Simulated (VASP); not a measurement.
# Ca (P6_3/mmc) in VASP: a series of runs

The runs below take Ca through single point, with PBE.

Everything below comes from runs of VASP 6.6.1. Logs are shortened: lines on timing, memory, paths and dates and some standing lists are left out, and cuts for length are marked.

## 1. The structure

The structure is hexagonal, space group P6_3/mmc (No. 194). Conventional cell: a = 3.980 Å, b = 3.980 Å, c = 6.520 Å, α = 90.00°, β = 90.00°, γ = 120.00°. Around Ca (site symmetry -6m2) lie 12 Ca at 3.98 to 3.99 Å.

This isn't the form of Ca at room conditions, which is fcc.

## 2. Single point, PBE

The input, INCAR:

```
  PREC = Accurate
  ENCUT = 460
  EDIFF = 1E-6
  ISMEAR = 1
  SIGMA = 0.1
  LREAL = F
  LASPH = T
  NELM = 100
  ALGO = Normal
  ISIF = 2
  LWAVE = F
  LCHARG = F
  GGA = PE
  NBANDS = 17
  ADDGRID = F
```

The input, KPOINTS:

```
regular mesh
0
Gamma
  12 12 7
```

The input, POSCAR:

```
Ca
1.0
    3.9800000000      0.0000000000      0.0000000000
   -1.9900000000      3.4467811071      0.0000000000
    0.0000000000      0.0000000000      6.5200000000
Ca
2
Direct
    0.6666666667      0.3333333333      0.7500000000
    0.3333333333      0.6666666667      0.2500000000
```

Potentials or basis: VASP PAW PBE potentials, release 64 (Ca_sv).

On the command line:

```
> cat potpaw_PBE.64/Ca_sv/POTCAR > POTCAR
> mpirun -np 1 vasp_std > vasp.out
```

OUTCAR:

```text
PREC = Accurate
   ENCUT = 460
   EDIFF = 1E-6
   ISMEAR = 1
   LREAL = F
   LASPH = T
   NELM = 100
   ISIF = 2
   GGA = PE

 Found     76 irreducible k-points:

 Following reciprocal coordinates:
            Coordinates               Weight
  0.000000  0.000000  0.000000      1.000000
  0.083333 -0.000000  0.000000      6.000000
  0.166667  0.000000  0.000000      6.000000
  0.250000  0.000000  0.000000      6.000000
  0.333333  0.000000  0.000000      6.000000
  0.416667  0.000000  0.000000      6.000000
   k-points           NKPTS =     76   k-points in BZ     NKDIM =     76   number of bands    NBANDS=     17
   number of dos      NEDOS =    301   number of ions     NIONS =      2
   total plane-waves  NPLWV =  37632
   dimension x,y,z NGX =    28 NGY =   28 NGZ =   48
   dimension x,y,z NGXF=    56 NGYF=   56 NGZF=   96
   ions per type =               2
   NGX,Y,Z   is equivalent  to a cutoff of  11.70, 11.70, 12.24 a.u.
   NGXF,Y,Z  is equivalent  to a cutoff of  23.39, 23.39, 24.48 a.u.
 SYSTEM =  unknown system
   PREC   = accura    normal or accurate (medium, high low for compatibility)
   ISTART =      0    job   : 0-new  1-cont  2-samecut
   ICHARG =      2    charge: 1-file 2-atom 10-const
   ISPIN  =      1    spin polarized calculation?
   LNONCOLLINEAR =      F non collinear calculations
   LSORBIT =      F    spin-orbit coupling
   LASPH  =      T    aspherical Exc in radial PAW
   ENCUT  =  460.0 eV  33.81 Ry    5.81 a.u.   6.96  6.96 11.40*2*pi/ulx,y,z
   NELM   =    100;   NELMIN=  2; NELMDL= -5     # of ELM steps
   EDIFF  = 0.1E-05   stopping-criterion for ELM
   LREAL  =      F    real-space projection
   EDIFFG = 0.1E-04   stopping-criterion for IOM
   NSW    =      0    number of steps for IOM
   IBRION =     -1    ionic relax: 0-MD 1-quasi-New 2-CG
   NFREE  =      0    steps in history (QN), initial steepest desc. (CG)
   ISIF   =      2    stress and relaxation
   ISYM   =      2    0-nonsym 1-usesym 2-fastsym
   POTIM  = 0.5000    time-step for ionic-motion
   TEBEG  =    0.0;   TEEND  =   0.0 temperature during run
   PSTRESS=    0.0 pullay stress
   NELECT =      20.0000    total number of electrons
   NUPDOWN=      -1.0000    fix difference up-down
   EMIN   =  10.00;   EMAX   =-10.00  energy-range for DOS
   EFERMI =   0.00;   METHOD = LEGACY
   ISMEAR =     1;   SIGMA  =   0.10  broadening in eV -4-tet -1-fermi 0-gaus
   EFERMI_NEDOS =   21; number of points for ismear=-14 and -15
   IALGO  =     38    algorithm
   IMIX   =      4    mixing-type and parameters
     AMIX     =   0.40;   BMIX     =  1.00
     AMIX_MAG =   1.60;   BMIX_MAG =  1.00
  volume/ion in A,a.u.               =      44.72       301.79
  Fermi-wavevector in a.u.,A,eV,Ry     =   0.993657  1.877740 13.433783  0.987355
  Thomas-Fermi vector in A             =   2.125555
   LORBIT       =      0    0 simple, 1 ext, 2 COOP (PROOUT), +10 PAW based schemes
   GGA     = PE    functional components
   LHFCALC =     F    Hartree Fock is set to
   AEXX    =    0.0000 exact exchange contribution
   IVDW    =     0    specifies the selected vdW correction
   LEPSILON=     F    determine dielectric tensor
   LRPA    =     F    only Hartree local field effects (RPA)
 non-spin polarized calculation
 Methfessel and Paxton  Order N= 1 SIGMA  =   0.10
  energy-cutoff  :      460.00
  volume of cell :       89.44
 maximum number of plane-waves:      2019
 NGX is ok and might be reduce to    28

 number of electron      20.0000001 magnetization

 Free energy of the ion-electron system (eV)
  ---------------------------------------------------
  ext. energy  EPLUGINS =         0.00000000
  ---------------------------------------------------
  free energy    TOTEN  =        -3.84131969 eV

  energy without entropy =       -3.84291460  energy(sigma->0) =       -3.84185133

 E-fermi :   1.8058     XC(G=0):  -7.5576

 val. band max:        1.8047964854   @ k =   0.2500   0.0833   0.0000
 cond. band min:       1.8058964330   @ k =   0.3333   0.0000   0.0000
 fundamental gap:      0.0010999476
 Fermi energy:         1.8057511223

 k-point     1 :       0.0000    0.0000    0.0000
  band No.  band energies     occupation
      1     -40.4059      2.00000
      2     -40.3958      2.00000
      3     -21.4360      2.00000
      4     -21.3458      2.00000
      5     -21.3458      2.00000
      6     -21.3304      2.00000
[... 9 lines left out ...]
     16       4.2737      0.00000
     17       4.6442      0.00000

 k-point     2 :       0.0833   -0.0000    0.0000
  band No.  band energies     occupation
      1     -40.4053      2.00000
      2     -40.3955      2.00000
      3     -21.4336      2.00000
      4     -21.3515      2.00000
      5     -21.3477      2.00000
      6     -21.3363      2.00000
[... 9 lines left out ...]
     16       4.3452      0.00000
     17       4.5657      0.00000

 k-point     3 :       0.1667    0.0000    0.0000
  band No.  band energies     occupation
      1     -40.4035      2.00000
      2     -40.3946      2.00000
      3     -21.4266      2.00000
      4     -21.3671      2.00000
      5     -21.3525      2.00000
      6     -21.3523      2.00000
[... 9 lines left out ...]
     16       4.3275      0.00000
     17       4.4093      0.00000

 k-point     4 :       0.2500    0.0000    0.0000
  band No.  band energies     occupation
      1     -40.4011      2.00000
      2     -40.3936      2.00000
      3     -21.4161      2.00000
      4     -21.3885      2.00000
      5     -21.3737      2.00000
      6     -21.3589      2.00000
[... 9 lines left out ...]
     16       4.5760      0.00000
     17       4.6130      0.00000

 k-point     5 :       0.3333    0.0000    0.0000
  band No.  band energies     occupation
      1     -40.3985      2.00000
      2     -40.3927      2.00000
      3     -21.4101      2.00000
      4     -21.4039      2.00000
      5     -21.3946      2.00000
      6     -21.3652      2.00000
[... 9 lines left out ...]
     16       4.8905      0.00000
     17       5.0731      0.00000

 k-point     6 :       0.4167    0.0000    0.0000
  band No.  band energies     occupation
      1     -40.3964      2.00000
      2     -40.3923      2.00000
      3     -21.4260      2.00000
      4     -21.4097      2.00000
      5     -21.3927      2.00000
      6     -21.3698      2.00000
[... 9 lines left out ...]
     16       5.2830      0.00000
     17       5.4852      0.00000

 [... further k-points ...]

------------------------ aborting loop because EDIFF is reached ----------------------------------------

  FORCE on cell =-STRESS in cart. coord.  units (eV):
  Direction    XX          YY          ZZ          XY          YZ          ZX
  --------------------------------------------------------------------------------------
  -------------------------------------------------------------------------------------
  Total       -0.4712058     -0.4712058     -0.4839362      0.0000000     -0.0000000      0.0000000
  in kB       -8.4406682     -8.4406682     -8.6687063      0.0000000     -0.0000000      0.0000000
  external PRESSURE =      -8.5166809 kB  Pullay stress =       0.0000000 kB

 VOLUME and BASIS-vectors are now :
 -----------------------------------------------------------------------------
  energy-cutoff  :      460.00
  volume of cell :       89.44
      direct lattice vectors                 reciprocal lattice vectors
     3.980000000  0.000000000  0.000000000     0.251256281  0.145062882  0.000000000
    -1.990000000  3.446781107  0.000000000     0.000000000  0.290125763  0.000000000
     0.000000000  0.000000000  6.520000000     0.000000000  0.000000000  0.153374233

 POSITION                                       TOTAL-FORCE (eV/Angst)
 -----------------------------------------------------------------------------------
      1.99000      1.14893      4.89000        -0.000000      0.000000      0.000000
     -0.00000      2.29785      1.63000         0.000000      0.000000      0.000000
 -----------------------------------------------------------------------------------
    total drift:                                0.000000     -0.000000      0.000000

  FREE ENERGIE OF THE ION-ELECTRON SYSTEM (eV)
  ---------------------------------------------------
  free  energy   TOTEN  =        -3.8413196907 eV

  energy  without entropy=       -3.8429145963  energy(sigma->0) =       -3.84185133
```

Wall time 36 s (1 thread of Intel Xeon 6975P-C (Granite Rapids), shared host); peak memory 0.22 GiB.

The run converged, but some of its settings lie outside the range that counts as converged, so its numbers aren't taken as properties of the crystal.

Results:

```yaml
Free_energy: -3.8413 eV
Pressure: -0.9 GPa
Band_gap_on_the_k_mesh: none (metal or under the smearing width)
```

## 3. Single point, PBE

Changes to INCAR since step 2:

```diff
@@ -4,3 +4,3 @@
   ISMEAR = 1
-  SIGMA = 0.1
+  SIGMA = 0.4
   LREAL = F
```

KPOINTS is that of step 2.

POSCAR is that of step 2.

Potentials or basis: VASP PAW PBE potentials, release 64 (Ca_sv).

On the command line:

```
> cat potpaw_PBE.64/Ca_sv/POTCAR > POTCAR
> mpirun -np 1 vasp_std > vasp.out
```

OUTCAR:

```text
PREC = Accurate
   ENCUT = 460
   EDIFF = 1E-6
   ISMEAR = 1
   LREAL = F
   LASPH = T
   NELM = 100
   ISIF = 2
   GGA = PE

 Found     76 irreducible k-points:

 Following reciprocal coordinates:
            Coordinates               Weight
  0.000000  0.000000  0.000000      1.000000
  0.083333 -0.000000  0.000000      6.000000
  0.166667  0.000000  0.000000      6.000000
  0.250000  0.000000  0.000000      6.000000
  0.333333  0.000000  0.000000      6.000000
[... 196 lines left out ...]
 [... further k-points ...]

------------------------ aborting loop because EDIFF is reached ----------------------------------------

  FORCE on cell =-STRESS in cart. coord.  units (eV):
  Direction    XX          YY          ZZ          XY          YZ          ZX
  --------------------------------------------------------------------------------------
  -------------------------------------------------------------------------------------
  Total       -0.4599142     -0.4599142     -0.4427969      0.0000000      0.0000000      0.0000000
  in kB       -8.2384031     -8.2384031     -7.9317825      0.0000000      0.0000000      0.0000000
  external PRESSURE =      -8.1361963 kB  Pullay stress =       0.0000000 kB

 VOLUME and BASIS-vectors are now :
 -----------------------------------------------------------------------------
  energy-cutoff  :      460.00
  volume of cell :       89.44
      direct lattice vectors                 reciprocal lattice vectors
     3.980000000  0.000000000  0.000000000     0.251256281  0.145062882  0.000000000
    -1.990000000  3.446781107  0.000000000     0.000000000  0.290125763  0.000000000
     0.000000000  0.000000000  6.520000000     0.000000000  0.000000000  0.153374233

 POSITION                                       TOTAL-FORCE (eV/Angst)
 -----------------------------------------------------------------------------------
      1.99000      1.14893      4.89000        -0.000000      0.000000      0.000000
     -0.00000      2.29785      1.63000         0.000000     -0.000000      0.000000
 -----------------------------------------------------------------------------------
    total drift:                                0.000000     -0.000000      0.000000

  FREE ENERGIE OF THE ION-ELECTRON SYSTEM (eV)
  ---------------------------------------------------
  free  energy   TOTEN  =        -3.8331625032 eV

  energy  without entropy=       -3.8380604846  energy(sigma->0) =       -3.83479516
```

stdout:

```text
POSCAR found type information on POSCAR Ca
 POSCAR found :  1 types and       2 ions
 scaLAPACK will be used
 LDA part: xc-table for (Slater+PW92), standard interpolation
 POSCAR, INCAR and KPOINTS ok, starting setup
 FFT: planning ... GRIDC
 FFT: planning ... GRID_SOFT
 FFT: planning ... GRID
 WAVECAR not read
 entering main loop
```

It took 36 s on 1 thread of Intel Xeon 6975P-C (Granite Rapids), shared host; peak memory 0.22 GiB.

The run converged, but some of its settings lie outside the range that counts as converged, so its numbers aren't taken as properties of the crystal.

What came out:

| Item | Value |
| --- | --- |
| Free energy | -3.8332 eV |
| Pressure | -0.8 GPa |
| Band gap on the k mesh | none (metal or under the smearing width) |

## 4. Single point, PBE

Changes to INCAR since step 3:

```diff
@@ -4,3 +4,3 @@
   ISMEAR = 1
-  SIGMA = 0.4
+  SIGMA = 0.2
   LREAL = F
```

KPOINTS is that of step 3.

POSCAR is that of step 3.

On the command line:

```
> cat potpaw_PBE.64/Ca_sv/POTCAR > POTCAR
> mpirun -np 1 vasp_std > vasp.out
```

Wall time 38 s (1 thread of Intel Xeon 6975P-C (Granite Rapids), shared host); peak memory 0.22 GiB.

The run converged, but some of its settings lie outside the range that counts as converged, so its numbers aren't taken as properties of the crystal.

What came out:

| Item | Value |
| --- | --- |
| Free energy | -3.8385 eV |
| Pressure | -0.8 GPa |
| Band gap on the k mesh | none (metal or under the smearing width) |

## 5. For comparison

An earlier run on the cell as given: functional PBE; potentials or basis VASP PAW PBE potentials, release 64 (Ca_sv); cutoff 520 eV; k mesh 8 × 8 × 4; occupations fermi-dirac, width 0.05 eV; no spin polarisation.

* Pressure: -0.8 GPa
* Band gap on the k mesh: none (metal or under the smearing width)
